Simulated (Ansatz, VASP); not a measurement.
**Ag: VASP beside Ansatz**

```
CELL_PARAMETERS angstrom
-1.67221 1.67221 1.65565
1.67221 -1.67221 1.65565
1.67221 1.67221 -1.65565
ATOMIC_POSITIONS crystal
Ag 0.00000 0.00000 0.00000
```

This isn't the form of Ag at room conditions, which is fcc.

Alike in both runs: task single point; functional PBEsol; k mesh 9 × 9 × 9; occupations fermi-dirac, width 0.05 eV; no spin polarisation.

```csv
,VASP,Ansatz
version,VASP 6.6.1,Ansatz 0.2.0
potentials or method,"VASP PAW PBE potentials, release 64 (Ag)",Ansatz PAW
plane-wave cutoff (eV),520,420
valence electrons in the cell,11,19
```

|  | VASP | Ansatz | Ansatz less VASP |
| --- | --- | --- | --- |
| gap on the k mesh at the Fermi level (eV) | none | none | - |
| pressure (GPa) | -8.7 | -8.6 | +0.12 |
| largest component of the traceless stress (GPa) | 0.58 | 0.57 | -0.002 |

A gap of «none» marks a metal or a gap that the smearing closes. The functional is the same, so the differences come from potentials, cutoffs and numerics. The two sets of potentials don't hold the same shells in valence.

Caveats: the PAW data sets were made with another functional, which shifts forces and pressure a little (VASP); the PAW data sets come from PBE, with cores solved anew for the run's functional, which leaves a small shift of forces and pressure (Ansatz).
